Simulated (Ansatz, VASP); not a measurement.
One calculation of BaZrO3, two programs

```
Ba Zr O
1.0
     4.19134    0.00000    0.00000
     0.00000    4.19134    0.00000
     0.00000    0.00000    4.19134
Ba Zr O
1 1 3
Direct
  0.00000 0.00000 0.00000
  0.50000 0.50000 0.50000
  0.50000 0.50000 0.00000
  0.50000 0.00000 0.50000
  0.00000 0.50000 0.50000
```

Alike in both runs: task relaxation of cell and atoms; functional revPBE; k mesh 6 × 6 × 6; occupations fermi-dirac, width 0.05 eV; no spin polarisation.

```csv
,VASP,Ansatz
version,VASP 6.6.1,Ansatz 0.2.0
potentials or method,"VASP PAW PBE potentials, release 64 (Ba_sv, Zr_sv, O)",Ansatz PAW
plane-wave cutoff (eV),600,420
valence electrons in the cell,40,40
```

VASP gave:

| Item | Value |
| --- | --- |
| relaxed volume (Å³/atom) | 15.46 |
| relaxed cell length with the largest relative difference (Å) | 4.260 |
| energy change over the relaxation (meV/atom) | -16 |

Problem. What did Ansatz give for the same quantities?

Solution. Relaxed volume (Å³/atom): 15.37; relaxed cell length with the largest relative difference (Å): 4.252; energy change over the relaxation (meV/atom): -13.

Caveats: the PAW data sets were made with another functional, which shifts forces and pressure a little (VASP); the plane-wave basis is chosen anew once the cell has moved, so the energies of steps on either side of that aren't comparable (Ansatz); the pressure holds a Pulay correction of +0.4 GPa for the finite cutoff (Ansatz); the PAW data sets come from PBE, with cores solved anew for the run's functional, which leaves a small shift of forces and pressure (Ansatz). Zero-point motion and thermal expansion aren't in these numbers. revPBE gives volumes clearly too large for solids.
